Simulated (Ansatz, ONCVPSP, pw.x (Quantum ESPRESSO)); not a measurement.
# From atom to crystal: ONCV potential for Te (Z = 52)

```
Element                 : tellurium (Te)
Generator               : ONCVPSP 4.0.1
Type                    : optimised norm-conserving Vanderbilt (ONCV)
Functional              : PBE
Relativity              : scalar-relativistic
Frozen core             : [Kr] 4d10
Valence charge          : 6
Reference configuration : 5s1.5 5p4.5
Partial waves           : 5s: rc 1.90 bohr, ncon 4, nbas 7, qcut 3.5 1/bohr, 1 projector; 5p: rc 2.15 bohr, ncon 4, nbas 7, qcut 3.1 1/bohr, 2 projectors, debl 3.3 Ha; d scattering state at 0.39 Ha: rc 2.40 bohr, ncon 4, nbas 8, qcut 4.6 1/bohr, 1 projector
Local potential         : polynomial inside 1.85 bohr (lpopt 4, dvloc0 0 Ha)
Core correction         : polynomial model core, fcfact 0.7
```

Crystal test: fcc Te in pw.x 7.5, no spin, 12³ k-points, Fermi–Dirac smearing 0.01 Ry, cutoffs 70/280 Ry. The reference is all-electron LAPW (Ansatz 0.2.0) with the same functional, mesh and smearing; V0 and B0 come from Birch–Murnaghan fits to the pressures at five volumes. Errors are pseudo minus all-electron; Δ is the rms difference of the E(V) curves that follow from these fits, minima aligned, over ±6 % about the mean V0. Mesh and smearing are coarse, so the numbers serve the comparison and aren't converged zero-temperature values; the lattice is a test structure that the element need not adopt.

All-electron: a0 = 4.845 Å (V0 = 28.43 Å³/atom), B0 = 52.9 GPa.

Q: How far does the potential miss the all-electron equation of state?

A: mean pressure error (GPa): -0.89; a0 (Å): 4.818; a0 error (%): -0.56; B0 error (%): +2.7; Δ (meV/atom): 5.5. This is a poor potential for the solid.

```json
{"V (Å³/atom)": "26.941", "P all-electron (GPa)": "3.24", "P pseudo (GPa)": "2.20"}
{"V (Å³/atom)": "27.650", "P all-electron (GPa)": "1.57", "P pseudo (GPa)": "0.61"}
{"V (Å³/atom)": "28.359", "P all-electron (GPa)": "0.13", "P pseudo (GPa)": "-0.75"}
{"V (Å³/atom)": "29.068", "P all-electron (GPa)": "-1.12", "P pseudo (GPa)": "-1.93"}
{"V (Å³/atom)": "29.777", "P all-electron (GPa)": "-2.19", "P pseudo (GPa)": "-2.94"}
```

Q: At the middle volume, how do free energy and pressure move when the wave cutoff is lowered (ecutrho kept at four times it)?

A:

| cutoff (Ry) | shift of F (meV/atom) | shift of P (GPa) |
| --- | --- | --- |
| 32 | +97.4 | -0.17 |
| 42 | +86.2 | -0.45 |
| 56 | +20.5 | -0.67 |

Input at the middle volume:

```
&control
  calculation='scf', prefix='x', pseudo_dir='./', outdir='./tmp', tstress=.true., disk_io='none'
/
&system
  ibrav=0, nat=1, ntyp=1, ecutwfc=70, ecutrho=280, nbnd=10,
  occupations='smearing', smearing='fd', degauss=0.01
/
&electrons
  conv_thr=1e-09, mixing_beta=0.4, electron_maxstep=70
/
ATOMIC_SPECIES
Te 1.0 Te.UPF
CELL_PARAMETERS angstrom
  0.00000000 2.42039904 2.42039904
  2.42039904 0.00000000 2.42039904
  2.42039904 2.42039904 0.00000000
ATOMIC_POSITIONS crystal
Te 0.0000 0.0000 0.0000
K_POINTS automatic
12 12 12 0 0 0
```

```bash
pw.x < Te.scf.in > Te.scf.out
```

Lines of the output:

```
Message from routine setup:
     using ibrav=0 with symmetry is DISCOURAGED, use correct ibrav instead
     lattice parameter (alat)  =       6.4685  a.u.
     unit-cell volume          =     191.3760 (a.u.)^3
     number of electrons       =         6.00
     number of Kohn-Sham states=           10
     kinetic-energy cutoff     =      70.0000  Ry
     charge density cutoff     =     280.0000  Ry
     scf convergence threshold =      1.0E-09
     Exchange-correlation= PBE
     number of k points=    72  Fermi-Dirac smearing, width (Ry)=  0.0100
     iteration #  1     ecut=    70.00 Ry     beta= 0.40
     total energy              =     -29.66657257 Ry
     estimated scf accuracy    <       0.00032913 Ry
     iteration #  2     ecut=    70.00 Ry     beta= 0.40
     total energy              =     -29.66666369 Ry
     estimated scf accuracy    <       0.00009837 Ry
     iteration #  3     ecut=    70.00 Ry     beta= 0.40
     total energy              =     -29.66668494 Ry
     estimated scf accuracy    <       0.00000635 Ry
     iteration #  4     ecut=    70.00 Ry     beta= 0.40
     total energy              =     -29.66668559 Ry
     estimated scf accuracy    <       0.00000002 Ry
     iteration #  5     ecut=    70.00 Ry     beta= 0.40
     total energy              =     -29.66668561 Ry
     estimated scf accuracy    <          2.9E-09 Ry
     iteration #  6     ecut=    70.00 Ry     beta= 0.40
     the Fermi energy is     7.9422 ev
!    total energy              =     -29.66668561 Ry
     estimated scf accuracy    <          1.2E-10 Ry
     smearing contrib. (-TS)   =      -0.00431748 Ry
     The total energy is F=E-TS. E is the sum of the following terms:
     one-electron contribution =       5.56341586 Ry
     hartree contribution      =       0.44849130 Ry
     xc contribution           =     -17.63110111 Ry
     ewald contribution        =     -18.04317417 Ry
     convergence has been achieved in   6 iterations
          total   stress  (Ry/bohr**3)                   (kbar)     P=       -7.52
     Message from routine punch:
     Nothing written, as per user request (disk_io='none')
```

The 8 pw.x runs together took about 57 s on one core of a shared server CPU.
